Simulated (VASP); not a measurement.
The system is NaCl.

```
CELL_PARAMETERS angstrom
0.00000 2.84823 2.84823
2.84823 0.00000 2.84823
2.84823 2.84823 0.00000
ATOMIC_POSITIONS crystal
Na 0.00000 0.00000 0.00000
Cl 0.50000 0.50000 0.50000
```

The cell was built by a generator and needn't be a form met in nature.

Base run:

| Property | Result |
| --- | --- |
| Program | VASP 6.6.1 |
| Functional | HSE06 |
| Potentials or basis | VASP PAW PBE potentials, release 64 (Na_pv, Cl) |
| Cutoff | 520 eV |
| k mesh | 6 × 6 × 6 |
| Occupations | gaussian, width 0.02 eV |
| Spin | no spin polarisation |

Its results: band gap on the k mesh 6.37 eV, direct; pressure -0.5 GPa.

Task: The run is repeated on the same cell with these changes: functional from HSE06 to r2SCAN; k mesh from 6 × 6 × 6 to 8 × 8 × 8. What comes out?

Result: Band gap on the k mesh 5.80 eV, direct; pressure -1.4 GPa.

Several settings changed at once, so the effect can't be laid on one alone.

Caveats: the PAW data sets were made with another functional, which shifts forces and pressure a little.
